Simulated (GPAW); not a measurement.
# Pb (Fd-3m) in GPAW: reference runs

Reference runs on Pb: the cell as given and a disturbed copy.

Program: GPAW 26.7.0. These are calculated values, not measurements. Logs are shortened: lines on timing, memory, paths and dates and some standing lists are left out, and cuts for length are marked. The log counts tension as positive stress, the text compression.

## Step 1: Starting point

It takes space group Fd-3m (No. 227, cubic). The conventional cell has a = 6.878 Å, b = 6.878 Å, c = 6.878 Å, α = 90.00°, β = 90.00°, γ = 90.00°. Pb (site symmetry -43m) is surrounded by 4 Pb at 2.98 Å.

This isn't the form of Pb at room conditions, which is fcc.

## Step 2: Single point, PBE

run.py reads:

```python
from ase import Atoms
from ase.dft.bandgap import bandgap
from ase.io import write
from ase.units import Bohr, GPa
from gpaw import GPAW, PW
from gpaw.elf import elf_from_dft_calculation

atoms = Atoms(['Pb', 'Pb'],
              cell=[[0.0, 3.4390000555, 3.4390000555],
                    [3.4390000555, 0.0, 3.4390000555],
                    [3.4390000555, 3.4390000555, 0.0]],
              scaled_positions=[[0.25, 0.25, 0.25],
                                [0.0, 0.0, 0.0]],
              pbc=True)

calc = GPAW(mode=PW(600),
            xc='PBE',
            kpts={'size': (7, 7, 7), 'gamma': True},
            occupations={'name': 'fermi-dirac', 'width': 0.05},
            nbands=24,
            convergence={'density': 1e-05, 'energy': 1e-05},
            maxiter=150,
            txt='gpaw.txt')
atoms.calc = calc
energy = atoms.get_potential_energy()
forces = atoms.get_forces()
stress = atoms.get_stress()
calc.write('gs.gpw')
write('result.traj', atoms)
print(f'Energy: {energy:.6f} eV')
print('Forces (eV/A):')
print(forces.round(4))
print('Stress (GPa):', (stress / GPa).round(3))
print('Fermi level:', round(calc.get_fermi_level(), 4), 'eV')
print(f'Gap: {bandgap(calc)[0]:.4f} eV, direct: {bandgap(calc, direct=True)[0]:.4f} eV')

# fields on the real-space grid
write('density.cube', atoms, data=calc.get_pseudo_density() * Bohr**3)
write('potential.cube', atoms, data=calc.get_electrostatic_potential())
write('elf.cube', atoms, data=elf_from_dft_calculation(calc).data)
```

Potentials or basis: GPAW PAW data sets (gpaw-data 1.2.1), pw.

Run with:

```console
$ OMP_NUM_THREADS=1 python run.py
```

gpaw.txt:

```text
__  _  _
 | _ |_)|_||  |
 |__||  | ||/\| - 26.7.0

Input parameters:
  mode=PW(ecut=600.0),
  convergence={'density': 1e-05, 'energy': 1e-05},
  kpts=MonkhorstPack(size=(7, 7, 7), gamma=True),
  maxiter=150,
  nbands=24,
  occupations=Occupations(name='fermi-dirac', width=0.05),
  xc=XC(name='PBE')

Diagonalizing LCAO Hamiltonian
Converting LCAO to pw mode

             Pb

       Pb

Atoms  # Å, Bohr magnetons
|   | symbol |        x |        y |        z |    initial magnetic moments |
|---|--------|----------|----------|----------|-----------------------------|
| 0 |     Pb | 1.719500 | 1.719500 | 1.719500 | ( 0.0000,  0.0000,  0.0000) |
| 1 |     Pb | 0.000000 | 0.000000 | 0.000000 | ( 0.0000,  0.0000,  0.0000) |

Unit cell  # Å
| periodic |        x |        y |        z |  lengths |    angles |
|----------|----------|----------|----------|----------|-----------|
|      yes | 0.000000 | 3.439000 | 3.439000 | 4.863481 | 60.000000 |
|      yes | 3.439000 | 0.000000 | 3.439000 | 4.863481 | 60.000000 |
|      yes | 3.439000 | 3.439000 | 0.000000 | 4.863481 | 60.000000 |

Number of symmetries: 24
Symmetry operations  # r_c * U_cc + t_c -> r_c
|    | kind |            matrix            |
|----|------|------------------------------|
|  0 |  E   |  1, 0, 0,  0, 1, 0,  0, 0, 1 |
|  1 |  σ   |  1, 0, 0,  0, 0, 1,  0, 1, 0 |
|  2 |  σ   |  1, 0,-1,  0, 1,-1,  0, 0,-1 |
|  3 |  C3  |  1, 0,-1,  0, 0,-1,  0, 1,-1 |
|  4 |  C3  |  1,-1, 0,  0,-1, 1,  0,-1, 0 |
|  5 |  σ   |  1,-1, 0,  0,-1, 0,  0,-1, 1 |
|  6 |  σ   |  0, 1, 0,  1, 0, 0,  0, 0, 1 |
|  7 |  C3  |  0, 1, 0,  0, 0, 1,  1, 0, 0 |
|  8 |  C2  |  0, 1,-1,  1, 0,-1,  0, 0,-1 |
|  9 |  S4  |  0, 1,-1,  0, 0,-1,  1, 0,-1 |
| 10 |  C3  |  0, 0, 1,  1, 0, 0,  0, 1, 0 |
| 11 |  σ   |  0, 0, 1,  0, 1, 0,  1, 0, 0 |
| 12 |  S4  |  0, 0,-1,  1, 0,-1,  0, 1,-1 |
| 13 |  C3  |  0, 0,-1,  0, 1,-1,  1, 0,-1 |
| 14 |  S4  |  0,-1, 1,  1,-1, 0,  0,-1, 0 |
| 15 |  C2  |  0,-1, 1,  0,-1, 0,  1,-1, 0 |
| 16 |  C3  |  0,-1, 0,  1,-1, 0,  0,-1, 1 |
| 17 |  S4  |  0,-1, 0,  0,-1, 1,  1,-1, 0 |
| 18 |  S4  | -1, 1, 0, -1, 0, 1, -1, 0, 0 |
| 19 |  C3  | -1, 1, 0, -1, 0, 0, -1, 0, 1 |
| 20 |  C3  | -1, 0, 1, -1, 1, 0, -1, 0, 0 |
| 21 |  S4  | -1, 0, 1, -1, 0, 0, -1, 1, 0 |
| 22 |  σ   | -1, 0, 0, -1, 1, 0, -1, 0, 1 |
| 23 |  C2  | -1, 0, 0, -1, 0, 1, -1, 1, 0 |

BZ-sampling:
  Number of BZ points: 343
  Number of IBZ points: 20

  Monkhorst-Pack size: [7, 7, 7]
  Monkhorst-Pack shift: [0, 0, 0]

K-points  # in reciprocal-cell coordinates
|     |                                coordinates |     weight |
|-----|--------------------------------------------|------------|
|   0 | (  0.00000000,   0.00000000,   0.00000000) | 0.00291545 |
|   1 | (  0.14285714,   0.14285714,   0.00000000) | 0.01749271 |
|   2 | (  0.14285714,   0.14285714,   0.14285714) | 0.02332362 |
|   3 | (  0.28571429,   0.14285714,   0.14285714) | 0.03498542 |
|   4 | (  0.28571429,   0.28571429,   0.00000000) | 0.01749271 |
|   5 | (  0.28571429,   0.28571429,   0.14285714) | 0.06997085 |
|   6 | (  0.28571429,   0.28571429,   0.28571429) | 0.02332362 |
|   7 | (  0.42857143,  -0.28571429,  -0.28571429) | 0.03498542 |
|   8 | (  0.42857143,   0.28571429,  -0.42857143) | 0.13994169 |
|   9 | (  0.42857143,   0.28571429,  -0.28571429) | 0.06997085 |
| ... |                                            |            |
|  19 | (  0.42857143,   0.42857143,   0.42857143) | 0.02332362 |

Plane wave coefficients: 2734
Cutoff: 600.0 eV

Spin-components: 1 (collinear spins)
Bands:           24
Projectors:      12
Spin-degeneracy: 2
Datatype:        complex128

Parallelization:
  kpt:    1
  domain: 1
  band:   1

Density:
  Valence electrons: 28.0
  Components: 1
  Grid points: [28 28 28]
  Charge: 0.0  # |e|

Potential:
  Grid points: [28 28 28]

species:
  Pb:
    name:    Lead
    Z:       82.0
    valence: 14
    core:    68
    charge:  0.0  # [|e|]
    compensation charges:
      type: gauss
      rc: 0.38  # [Å]
      lmax: 2
    cutoffs:
      filter: 2.36  # [Å]
      core: 2.43  # [Å]
    projectors
    | kind |    occ | energy [eV] | rcut [Å] |
    |------|--------|-------------|----------|
    |   6s |  2.000 |     -11.969 |    1.259 |
    |   6p |  2.000 |      -3.506 |    1.275 |
    |   5d | 10.000 |     -21.211 |    1.217 |
    |    s |        |      15.243 |    1.259 |
    |    p |        |      23.705 |    1.275 |
    |    d |        |       6.001 |    1.217 |

    Using partial waves for Pb as LCAO basis

Reference energy: -1134548.926728  # eV

eigensolver:
  PPCG
  Converge bands: occupied
  niter=2

density mixing:
  MSR1-Mixer
  Pratt-step length: 0.05
  Maximum mixing coefficient: 0.75
  Old densities: 10
  SVD Regularization: 0.005
  Good broyden scale: 1.0
  Trust region scale: 1.0
  Backstep threshold: 4.0
  History deletion threshold: 6.0
  Fourier metric: weight=20.0, sigma=0.015

occupation numbers:
  Fermi-Dirac:
    width: 0.0500  # eV

poisson solver:
  ecut: 4800.0  # eV

xc functional:
  name: PBE with 2 nearest neighbor stencil

convergence criteria:
- Maximum integral of absolute [dens]ity change: 1e-05 electrons / valence electron
- Maximum [total energy] change in last 3 cyles: 1e-05 eV / valence electron
- Maximum integral of absolute [eigenst]ate change: 4e-08 eV^2 / valence electron
maximum number of iterations: 150

SCF iterations
|iter     | |      energy | eigst |  dens |
|---------|-|-------------|-------|-------|
|iter:   1| |   -7.116103 | +0.02 |       |
|iter:   2| |   -7.124887 | -1.86 | -1.55 |
|iter:   3| |   -7.110448 | -2.35 | -1.58 |
|iter:   4| |   -7.115874 | -3.02 | -2.00 |
|iter:   5| |   -7.117289 | -3.86 | -2.46 |
|iter:   6| |   -7.117315 | -5.33 | -3.51 |
|iter:   7| |   -7.117317c| -6.18 | -4.18 |
|iter:   8| |   -7.117317c| -7.02 | -4.60 |
|iter:   9| |   -7.117317c| -7.65c| -5.27c|

Converged in 9 steps
Energy contributions relative to reference atoms: (reference = -1134548.926728)

Energy contributions:
  Kinetic:          16.703940
  Coulomb:         -16.294100
  Zero:              0.053674
  External:          0.000000
  Xc:               -7.577822
  Entropy:          -0.006017
  Spinorbit:         0.000000
  ----------------------------
  Free energy:      -7.120326
  Extrapolated:     -7.117317

dipole moment: (-33.229121, -33.229121, -33.229121)  # |e|*Ang

Fermi level: 4.571
Eigenvalues  # (at kpt = [0.000, 0.000, 0.000])
| band index |      eig [eV] | occ [0-2] |
|------------|---------------|-----------|
|          0 |       -12.603 |     2.000 |
|        ... |               |           |
|          4 |       -12.527 |     2.000 |
|          5 |       -12.096 |     2.000 |
|          6 |       -12.096 |     2.000 |
|          7 |       -12.096 |     2.000 |
|          8 |       -12.072 |     2.000 |
|          9 |       -12.072 |     2.000 |
|         10 |        -6.484 |     2.000 |
|         11 |         0.785 |     2.000 |
|         12 |         4.963 |     0.001 |
|         13 |         4.963 |     0.001 |
|         14 |         4.963 |     0.001 |
|         15 |         6.984 |     0.000 |
|         16 |         6.984 |     0.000 |
|         17 |         6.984 |     0.000 |
|         18 |         8.759 |     0.000 |
|         19 |        12.605 |     0.000 |
|        ... |               |           |
|         23 |        13.029 |     0.000 |

No gap
No difference between direct/indirect transitions

Forces  # eV/Ang
|        x |        y |        z |
|----------|----------|----------|
| -0.00000 | -0.00000 | -0.00000 |  # Pb   0
| -0.00000 |  0.00000 | -0.00000 |  # Pb   1

Stress tensor  # eV/Ang^3
|         x |         y |         z |
|-----------|-----------|-----------|
| -0.012909 | -0.000000 |  0.000000 |
| -0.000000 | -0.012909 |  0.000000 |
|  0.000000 |  0.000000 | -0.012909 |

# Writing to gs.gpw (mode='')
```

Wall time 27 s (1 thread of Arm Neoverse V1, shared host); peak memory 0.18 GiB.

Results:

```
Free energy            : -7.1203 eV
Pressure               : 2.1 GPa
Band gap on the k mesh : none (metal or under the smearing width)
```

## Step 3: Single point, PBE (atoms moved at random, drawn with an rms of 0.05 Å)

run.py reads:

```python
from ase.dft.bandgap import bandgap
from ase.io import read, write
from ase.units import GPa
from gpaw import GPAW, PW

atoms = read('POSCAR')

calc = GPAW(mode=PW(600),
            xc='PBE',
            kpts={'size': (7, 7, 7), 'gamma': True},
            occupations={'name': 'fermi-dirac', 'width': 0.05},
            nbands=24,
            convergence={'density': 1e-05, 'energy': 1e-05},
            maxiter=150,
            txt='gpaw.txt')
atoms.calc = calc
energy = atoms.get_potential_energy()
forces = atoms.get_forces()
stress = atoms.get_stress()
calc.write('gs.gpw')
write('result.traj', atoms)
print(f'Energy: {energy:.6f} eV')
print('Forces (eV/A):')
print(forces.round(4))
print('Stress (GPa):', (stress / GPa).round(3))
print('Fermi level:', round(calc.get_fermi_level(), 4), 'eV')
print(f'Gap: {bandgap(calc)[0]:.4f} eV, direct: {bandgap(calc, direct=True)[0]:.4f} eV')
```

POSCAR reads:

```
Pb
1.0
    0.0000000000      3.4390000555      3.4390000555
    3.4390000555      0.0000000000      3.4390000555
    3.4390000555      3.4390000555      0.0000000000
Pb
2
Direct
    0.2423290000      0.2487010000      0.2487110000
    0.0096820000     -0.0173760000      0.0178080000
```

Potentials or basis: GPAW PAW data sets (gpaw-data 1.2.1), pw.

Run with:

```console
$ OMP_NUM_THREADS=1 python run.py
```

gpaw.txt:

```text
__  _  _
 | _ |_)|_||  |
 |__||  | ||/\| - 26.7.0

Input parameters:
  mode=PW(ecut=600.0),
  convergence={'density': 1e-05, 'energy': 1e-05},
  kpts=MonkhorstPack(size=(7, 7, 7), gamma=True),
  maxiter=150,
  nbands=24,
  occupations=Occupations(name='fermi-dirac', width=0.05),
  xc=XC(name='PBE')

Diagonalizing LCAO Hamiltonian
Converting LCAO to pw mode

            Pb

       Pb

Atoms  # Å, Bohr magnetons
|   | symbol |        x |        y |         z |    initial magnetic moments |
|---|--------|----------|----------|-----------|-----------------------------|
| 0 |     Pb | 1.710600 | 1.688687 |  1.688652 | ( 0.0000,  0.0000,  0.0000) |
| 1 |     Pb | 0.001486 | 0.094538 | -0.026460 | ( 0.0000,  0.0000,  0.0000) |

Unit cell  # Å
| periodic |        x |        y |        z |  lengths |    angles |
|----------|----------|----------|----------|----------|-----------|
|      yes | 0.000000 | 3.439000 | 3.439000 | 4.863481 | 60.000000 |
|      yes | 3.439000 | 0.000000 | 3.439000 | 4.863481 | 60.000000 |
|      yes | 3.439000 | 3.439000 | 0.000000 | 4.863481 | 60.000000 |

Number of symmetries: 1
Symmetry operations  # r_c * U_cc + t_c -> r_c
[... 129 lines left out ...]
  Coulomb:         -16.592425
  Zero:              0.054071
  External:          0.000000
  Xc:               -7.603588
  Entropy:          -0.003553
  Spinorbit:         0.000000
  ----------------------------
  Free energy:      -7.081724
  Extrapolated:     -7.079947

dipole moment: (-4.286496, -31.754770, -4.940280)  # |e|*Ang

Fermi level: 4.538
Eigenvalues  # (at kpt = [0.000, 0.000, 0.000])
| band index |      eig [eV] | occ [0-2] |
|------------|---------------|-----------|
|          0 |       -12.656 |     2.000 |
|        ... |               |           |
|          4 |       -12.534 |     2.000 |
|          5 |       -12.131 |     2.000 |
|          6 |       -12.095 |     2.000 |
|          7 |       -12.084 |     2.000 |
|          8 |       -12.081 |     2.000 |
|          9 |       -12.073 |     2.000 |
[... 8 lines left out ...]
|         18 |         8.752 |     0.000 |
|         19 |        12.506 |     0.000 |
|        ... |               |           |
|         23 |        13.029 |     0.000 |

No gap
No difference between direct/indirect transitions

Forces  # eV/Ang
|        x |        y |        z |
|----------|----------|----------|
|  0.06074 |  0.63694 |  0.03811 |  # Pb   0
| -0.06073 | -0.63695 | -0.03811 |  # Pb   1

Stress tensor  # eV/Ang^3
|         x |         y |         z |
|-----------|-----------|-----------|
| -0.014821 | -0.000651 | -0.011204 |
| -0.000651 | -0.012446 | -0.001079 |
| -0.011204 | -0.001079 | -0.014840 |

# Writing to gs.gpw (mode='')
```

stdout:

```text
Energy: -7.079947 eV
Forces (eV/A):
[[ 0.0607  0.6369  0.0381]
 [-0.0607 -0.6369 -0.0381]]
Stress (GPa): [-2.375 -1.994 -2.378 -0.173 -1.795 -0.104]
Fermi level: 4.5383 eV
Gap: 0.0000 eV, direct: 0.0000 eV
```

Run time: 3.5 min. Hardware: 1 thread of Arm Neoverse V1, shared host; peak memory 0.41 GiB.

What came out:

| Item | Value |
| --- | --- |
| Free energy | -7.0817 eV |
| Pressure | 2.2 GPa |
| Largest force | 0.641 eV/Å |
| Band gap on the k mesh | none (metal or under the smearing width) |

Forces in eV/Å, atoms in the order of the input:
```
Pb   0.061  0.637  0.038
Pb  -0.061 -0.637 -0.038
```
